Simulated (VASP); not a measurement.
# LiF (Fm-3m) in VASP: further runs

Runs on LiF. Level: PBE. Tasks: band structure.

Program: VASP 6.6.1. These are calculated values, not measurements. Logs are shortened: lines on timing, memory, paths and dates and some standing lists are left out, and cuts for length are marked.

### Step 1. The crystal as given

Symmetry: Fm-3m, No. 225, cubic system. The conventional cell has a = 3.958 Å, b = 3.958 Å, c = 3.958 Å, α = 90.00°, β = 90.00°, γ = 90.00°. Li (site symmetry m-3m) has 6 F at 1.98 Å as nearest neighbours. Around F (site symmetry m-3m) lie 6 Li at 1.98 Å.

The cell was built by a generator and needn't be a form met in nature.

### Step 2. Band structure, PBE, non-collinear spin, zero start, spin-orbit coupling

Input file INCAR:

```
SYSTEM = LiF
ALGO = Normal ; EDIFF = 1E-6
ENCUT = 520 ; GGA = PE
GGA_COMPAT = .False. ; ISIF = 2
ISMEAR = 0 ; KPAR = 4
LASPH = .True. ; LCHARG = .False.
LORBIT = 11 ; LREAL = .False.
LSORBIT = .True. ; LWAVE = .False.
MAGMOM = 0 0 0 0 0 0 ; NELM = 60
PREC = Accurate ; SIGMA = 0.02
```

Input file KPOINTS:

```
k-points
0
Gamma
  12 12 12
  0 0 0
```

Input file POSCAR:

```
LiF                                     
1.0
    0.0000000000      1.9790394680      1.9790394680
    1.9790394680     -0.0000000000      1.9790394680
    1.9790394680      1.9790394680      0.0000000000
  Li              F             
     1     1
Direct
     0.0000000000000000    1.0000000000000000    1.0000000000000000
     0.5000000000000000    0.5000000000000000    0.5000000000000000
```

Input file KPOINTS_OPT:

```
path GXWKGLUWLK,UX
20
line-mode
reciprocal
 0.0000000000  0.0000000000  0.0000000000  G
 0.5000000000  0.0000000000  0.5000000000  X

 0.5000000000  0.0000000000  0.5000000000  X
 0.5000000000  0.2500000000  0.7500000000  W

 0.5000000000  0.2500000000  0.7500000000  W
 0.3750000000  0.3750000000  0.7500000000  K

 0.3750000000  0.3750000000  0.7500000000  K
 0.0000000000  0.0000000000  0.0000000000  G

 0.0000000000  0.0000000000  0.0000000000  G
 0.5000000000  0.5000000000  0.5000000000  L

 0.5000000000  0.5000000000  0.5000000000  L
 0.6250000000  0.2500000000  0.6250000000  U

 0.6250000000  0.2500000000  0.6250000000  U
 0.5000000000  0.2500000000  0.7500000000  W

 0.5000000000  0.2500000000  0.7500000000  W
 0.5000000000  0.5000000000  0.5000000000  L

 0.5000000000  0.5000000000  0.5000000000  L
 0.3750000000  0.3750000000  0.7500000000  K

 0.6250000000  0.2500000000  0.6250000000  U
 0.5000000000  0.0000000000  0.5000000000  X
```

Potentials or basis: VASP PAW PBE potentials, release 64 (Li_sv, F).

Command:

```
$ cat potpaw_PBE.64/Li_sv/POTCAR potpaw_PBE.64/F/POTCAR > POTCAR
$ mpirun -np 4 vasp_ncl > vasp.out
```

OUTCAR:

```text
SYSTEM = LiF
   EDIFF = 1E-6
   ENCUT = 520
   GGA = PE
   ISIF = 2
   ISMEAR = 0
   LASPH = .True.
   LORBIT = 11
   LREAL = .False.
   LSORBIT = .True.
   NELM = 60
   PREC = Accurate

 ion  position               nearest neighbor table
   1  0.000  0.000  0.000-   2 1.98   2 1.98   2 1.98   2 1.98   2 1.98   2 1.98
   2  0.500  0.500  0.500-   1 1.98   1 1.98   1 1.98   1 1.98   1 1.98   1 1.98

  LATTYP: Found a face centered cubic cell.
 ALAT       =     3.9580789360

  Lattice vectors:

 A1 = (   0.0000000000,   1.9790394680,   1.9790394680)
 A2 = (   1.9790394680,   0.0000000000,   1.9790394680)
 A3 = (   1.9790394680,   1.9790394680,   0.0000000000)

Analysis of symmetry for initial positions (statically):
=====================================================================
 Subroutine PRICEL returns:
 Original cell was already a primitive cell.

 Routine SETGRP: Setting up the symmetry group for a
 face centered cubic supercell.

 Subroutine GETGRP returns: Found 48 space group operations
 (whereof 48 operations were pure point group operations)
 out of a pool of 48 trial point group operations.

The static configuration has the point symmetry O_h .

Analysis of symmetry for dynamics (positions and initial velocities):
=====================================================================
 Subroutine PRICEL returns:
 Original cell was already a primitive cell.

 Routine SETGRP: Setting up the symmetry group for a
 face centered cubic supercell.

 Subroutine GETGRP returns: Found 48 space group operations
 (whereof 48 operations were pure point group operations)
 out of a pool of 48 trial point group operations.

The dynamic configuration has the point symmetry O_h .

Analysis of structural, dynamic, and magnetic symmetry:
=====================================================================
 Subroutine PRICEL returns:
 Original cell was already a primitive cell.

 Routine SETGRP: Setting up the symmetry group for a
 face centered cubic supercell.

 Subroutine GETGRP returns: Found 48 space group operations
 (whereof 48 operations were pure point group operations)
 out of a pool of 48 trial point group operations.

The overall configuration has the point symmetry O_h .

 Subroutine INISYM returns: Found 48 space group operations
 (whereof 48 operations are pure point group operations),
 and found     1 'primitive' translations

----------------------------------------------------------------------------------------

                                     Primitive cell

  volume of cell :      15.5022

  direct lattice vectors                    reciprocal lattice vectors
     0.000000000  1.979039468  1.979039468    -0.252647816  0.252647816  0.252647816
     1.979039468  0.000000000  1.979039468     0.252647816 -0.252647816  0.252647816
     1.979039468  1.979039468  0.000000000     0.252647816  0.252647816 -0.252647816

  length of vectors
     2.798784456  2.798784456  2.798784456     0.437598854  0.437598854  0.437598854

  position of ions in fractional coordinates (direct lattice)
     0.000000000  0.000000000  0.000000000
     0.500000000  0.500000000  0.500000000

  ion indices of the primitive-cell ions
   primitive index   ion index
                 1           1
                 2           2

----------------------------------------------------------------------------------------

 KPOINTS: k-points

Automatic generation of k-mesh.
 Grid dimensions read from file:
 generate k-points for:   12   12   12

 Generating k-lattice:

  Cartesian coordinates                     Fractional coordinates (reciprocal lattice)
    -0.021053985  0.021053985  0.021053985     0.083333333  0.000000000  0.000000000
     0.021053985 -0.021053985  0.021053985     0.000000000  0.083333333  0.000000000
     0.021053985  0.021053985 -0.021053985     0.000000000  0.000000000  0.083333333

  Length of vectors
     0.036466571  0.036466571  0.036466571

  Shift w.r.t. Gamma in fractional coordinates (k-lattice)
     0.000000000  0.000000000  0.000000000

 Subroutine IBZKPT returns following result:
 ===========================================

 Found     72 irreducible k-points:

 Following reciprocal coordinates:
            Coordinates               Weight
  0.000000  0.000000  0.000000      1.000000
  0.083333  0.000000  0.000000      8.000000
  0.166667  0.000000  0.000000      8.000000
[... 45 lines left out ...]
   NFREE  =      0    steps in history (QN), initial steepest desc. (CG)
   ISIF   =      2    stress and relaxation
   ISYM   =      2    0-nonsym 1-usesym 2-fastsym
   POTIM  = 0.5000    time-step for ionic-motion
   TEBEG  =    0.0;   TEEND  =   0.0 temperature during run
   PSTRESS=    0.0 pullay stress
   NELECT =      10.0000    total number of electrons
   NUPDOWN=      -1.0000    fix difference up-down
   EMIN   =  10.00;   EMAX   =-10.00  energy-range for DOS
   EFERMI =   0.00;   METHOD = LEGACY
   ISMEAR =     0;   SIGMA  =   0.02  broadening in eV -4-tet -1-fermi 0-gaus
   EFERMI_NEDOS =   21; number of points for ismear=-14 and -15
   IALGO  =     38    algorithm
   IMIX   =      4    mixing-type and parameters
     AMIX     =   0.40;   BMIX     =  1.00
     AMIX_MAG =   1.60;   BMIX_MAG =  1.00
  volume/ion in A,a.u.               =       7.75        52.31
  Fermi-wavevector in a.u.,A,eV,Ry     =   1.414524  2.673063 27.223607  2.000879
  Thomas-Fermi vector in A             =   2.536057
   LORBIT       =     11    0 simple, 1 ext, 2 COOP (PROOUT), +10 PAW based schemes
   GGA     = PE    functional components
   LHFCALC =     F    Hartree Fock is set to
   AEXX    =    0.0000 exact exchange contribution
   IVDW    =     0    specifies the selected vdW correction
   LEPSILON=     F    determine dielectric tensor
   LRPA    =     F    only Hartree local field effects (RPA)
 Gauss-broadening in eV      SIGMA  =   0.02
  energy-cutoff  :      520.00
  volume of cell :       15.50
 maximum number of plane-waves:       888
 NGX is ok and might be reduce to    24
   NGX = 11   NGY = 11   NGZ = 11

 number of electron      10.0000001 magnetization       0.0000000      0.0000000     -0.0000000

 number of electron      10.0000001 magnetization       0.0000000      0.0000000      0.0000000

 number of electron      10.0000001 magnetization      -0.0000000     -0.0000000     -0.0000000

 Free energy of the ion-electron system (eV)
  ---------------------------------------------------
  ext. energy  EPLUGINS =         0.00000000
  ---------------------------------------------------
  free energy    TOTEN  =        -9.61524310 eV

  energy without entropy =       -9.61524310  energy(sigma->0) =       -9.61524310

 E-fermi :  -0.5338     XC(G=0): -10.2416

 val. band max:       -0.6677762526   @ k =   0.0000   0.0000   0.0000
 cond. band min:       8.8834963075   @ k =   0.0000   0.0000   0.0000
 fundamental gap:      9.5512725601
 Fermi energy:        -0.5338095928

 k-point     1 :       0.0000    0.0000    0.0000
  band No.  band energies     occupation
      1     -41.4983      1.00000
      2     -41.4983      1.00000
      3     -20.8126      1.00000
      4     -20.8126      1.00000
      5      -0.7326      1.00000
      6      -0.7326      1.00000
[... 481 lines left out ...]
      5      -3.2247      1.00000
      6      -3.2247      1.00000
[... 10 lines left out ...]
     17      18.9874      0.00000
     18      18.9874      0.00000

 [... further k-points ...]

------------------------ aborting loop because EDIFF is reached ----------------------------------------

  FORCE on cell =-STRESS in cart. coord.  units (eV):
  Direction    XX          YY          ZZ          XY          YZ          ZX
  --------------------------------------------------------------------------------------
  -------------------------------------------------------------------------------------
  Total        0.5894280      0.5894280      0.5894280      0.0000000      0.0000000     -0.0000000
  in kB       60.9183258     60.9183258     60.9183258      0.0000000      0.0000000     -0.0000000
  external PRESSURE =      60.9183258 kB  Pullay stress =       0.0000000 kB

 VOLUME and BASIS-vectors are now :
 -----------------------------------------------------------------------------
  energy-cutoff  :      520.00
  volume of cell :       15.50
      direct lattice vectors                 reciprocal lattice vectors
     0.000000000  1.979039468  1.979039468    -0.252647816  0.252647816  0.252647816
     1.979039468  0.000000000  1.979039468     0.252647816 -0.252647816  0.252647816
     1.979039468  1.979039468  0.000000000     0.252647816  0.252647816 -0.252647816

 POSITION                                       TOTAL-FORCE (eV/Angst)
 -----------------------------------------------------------------------------------
      0.00000      0.00000      0.00000        -0.000000     -0.000000      0.000000
      1.97904      1.97904      1.97904         0.000000      0.000000     -0.000000
 -----------------------------------------------------------------------------------
    total drift:                               -0.000000     -0.000000     -0.000000

  FREE ENERGIE OF THE ION-ELECTRON SYSTEM (eV)
  ---------------------------------------------------
  free  energy   TOTEN  =        -9.6152430961 eV

  energy  without entropy=       -9.6152430961  energy(sigma->0) =       -9.61524310

 Spin-Orbit-Coupling matrix elements

 Ion:    1  E_soc:     -0.0000002
 l=   1
     0.0000000    -0.0000000    -0.0000000
    -0.0000000     0.0000000    -0.0000000
    -0.0000000    -0.0000000     0.0000000
 l=   2
     0.0000000     0.0000000     0.0000000     0.0000000     0.0000000
     0.0000000     0.0000000     0.0000000     0.0000000     0.0000000
     0.0000000     0.0000000     0.0000000     0.0000000     0.0000000
     0.0000000     0.0000000     0.0000000     0.0000000     0.0000000
     0.0000000     0.0000000     0.0000000     0.0000000     0.0000000
 l=   3
     0.0000000     0.0000000     0.0000000     0.0000000     0.0000000     0.0000000     0.0000000
     0.0000000     0.0000000     0.0000000     0.0000000     0.0000000     0.0000000     0.0000000
     0.0000000     0.0000000     0.0000000     0.0000000     0.0000000     0.0000000     0.0000000
     0.0000000     0.0000000     0.0000000     0.0000000     0.0000000     0.0000000     0.0000000
     0.0000000     0.0000000     0.0000000     0.0000000     0.0000000     0.0000000     0.0000000
     0.0000000     0.0000000     0.0000000     0.0000000     0.0000000     0.0000000     0.0000000
     0.0000000     0.0000000     0.0000000     0.0000000     0.0000000     0.0000000     0.0000000

 Ion:    2  E_soc:     -0.0003426
 l=   1
     0.0000000    -0.0000571    -0.0000571
    -0.0000571     0.0000000    -0.0000571
    -0.0000571    -0.0000571     0.0000000
 l=   2
     0.0000000     0.0000000     0.0000000     0.0000000     0.0000000
     0.0000000     0.0000000     0.0000000     0.0000000     0.0000000
     0.0000000     0.0000000     0.0000000     0.0000000     0.0000000
     0.0000000     0.0000000     0.0000000     0.0000000     0.0000000
     0.0000000     0.0000000     0.0000000     0.0000000     0.0000000
 l=   3
     0.0000000     0.0000000     0.0000000     0.0000000     0.0000000     0.0000000     0.0000000
     0.0000000     0.0000000     0.0000000     0.0000000     0.0000000     0.0000000     0.0000000
     0.0000000     0.0000000     0.0000000     0.0000000     0.0000000     0.0000000     0.0000000
     0.0000000     0.0000000     0.0000000     0.0000000     0.0000000     0.0000000     0.0000000
     0.0000000     0.0000000     0.0000000     0.0000000     0.0000000     0.0000000     0.0000000
     0.0000000     0.0000000     0.0000000     0.0000000     0.0000000     0.0000000     0.0000000
     0.0000000     0.0000000     0.0000000     0.0000000     0.0000000     0.0000000     0.0000000

 total charge

# of ion       s       p       d       tot
------------------------------------------
    1        2.020   0.054   0.000   2.073
    2        1.730   4.423   0.000   6.152
--------------------------------------------------
tot          3.750   4.476   0.000   8.226

 magnetization (x)

# of ion       s       p       d       tot
------------------------------------------
    1       -0.000  -0.000   0.000  -0.000
    2        0.000   0.000   0.000   0.000
--------------------------------------------------
tot          0.000   0.000   0.000   0.000

 magnetization (y)

# of ion       s       p       d       tot
------------------------------------------
    1        0.000   0.000   0.000   0.000
    2        0.000   0.000   0.000   0.000
--------------------------------------------------
tot          0.000   0.000   0.000   0.000

 magnetization (z)

# of ion       s       p       d       tot
------------------------------------------
    1       -0.000   0.000   0.000  -0.000
    2       -0.000   0.000   0.000   0.000
--------------------------------------------------
tot         -0.000   0.000   0.000  -0.000
```

It took 26 s on 4 MPI ranks of Intel Xeon Platinum 8488C (Sapphire Rapids), shared host; peak memory 0.22 GiB.

Results:

```yaml
Free_energy: -9.6152 eV
Net_moment: 0.00 μB per cell
Valence_electrons_inside_the_program's_atomic_spheres: Li 2.07; F 6.15
```

Moments on the atoms (μB; x, y, z):
```
Li  0.00 0.00 0.00
F   0.00 0.00 0.00
```

Caveat: the cutoff is under 1.25 times the usual one of these potentials, so pressure, stress and relaxed cells hold a basis-set (Pulay) error.

### Step 3. Band structure, PBE

Input file INCAR:

```
SYSTEM = LiF
ALGO = Normal ; EDIFF = 1E-6
ENCUT = 520 ; GGA = PE
ISIF = 2 ; ISMEAR = 0
KPAR = 4 ; LASPH = .True.
LCHARG = .False. ; LREAL = .False.
LWAVE = .False. ; NELM = 60
PREC = Accurate ; SIGMA = 0.02
```

KPOINTS is that of step 2.

POSCAR is that of step 2.

KPOINTS_OPT is that of step 2.

Potentials or basis: VASP PAW PBE potentials, release 64 (Li_sv, F).

Command:

```
$ cat potpaw_PBE.64/Li_sv/POTCAR potpaw_PBE.64/F/POTCAR > POTCAR
$ mpirun -np 4 vasp_std > vasp.out
```

Run time: 7.2 s. Hardware: 4 MPI ranks of Intel Xeon Platinum 8488C (Sapphire Rapids), shared host; peak memory 0.13 GiB.

The run converged. Its results:

* Free energy: -9.6151 eV
* Band gap on the k mesh: 9.57 eV, direct
* Band gap along the path: 9.57 eV, direct

Levels at the corners of the path, in eV from the valence-band top:
```tsv
point	band 3	band 4	band 5	band 6	band 7	band 8
Γ	0.00	0.00	0.00	9.57	24.67	24.67
X	-3.24	-1.08	-1.08	15.31	16.72	18.10
X	-3.24	-1.08	-1.08	15.31	16.72	18.10
W	-2.24	-2.24	-0.85	15.48	15.48	17.94
W	-2.24	-2.24	-0.85	15.48	15.48	17.94
K	-2.70	-1.68	-0.80	14.85	15.37	19.08
K	-2.70	-1.68	-0.80	14.85	15.37	19.08
Γ	0.00	0.00	0.00	9.57	24.67	24.67
Γ	0.00	0.00	0.00	9.57	24.67	24.67
L	-2.68	-0.25	-0.25	11.05	17.38	19.32
L	-2.68	-0.25	-0.25	11.05	17.38	19.32
U	-2.70	-1.68	-0.80	14.85	15.37	19.08
U	-2.70	-1.68	-0.80	14.85	15.37	19.08
W	-2.24	-2.24	-0.85	15.48	15.48	17.94
W	-2.24	-2.24	-0.85	15.48	15.48	17.94
L	-2.68	-0.25	-0.25	11.05	17.38	19.32
L	-2.68	-0.25	-0.25	11.05	17.38	19.32
K	-2.70	-1.68	-0.80	14.85	15.37	19.08
U	-2.70	-1.68	-0.80	14.85	15.37	19.08
X	-3.24	-1.08	-1.08	15.31	16.72	18.10
```

Caveat: the cutoff is under 1.25 times the usual one of these potentials, so pressure, stress and relaxed cells hold a basis-set (Pulay) error. Expect the measured gap to be larger: semilocal functionals such as PBE lack the derivative discontinuity.
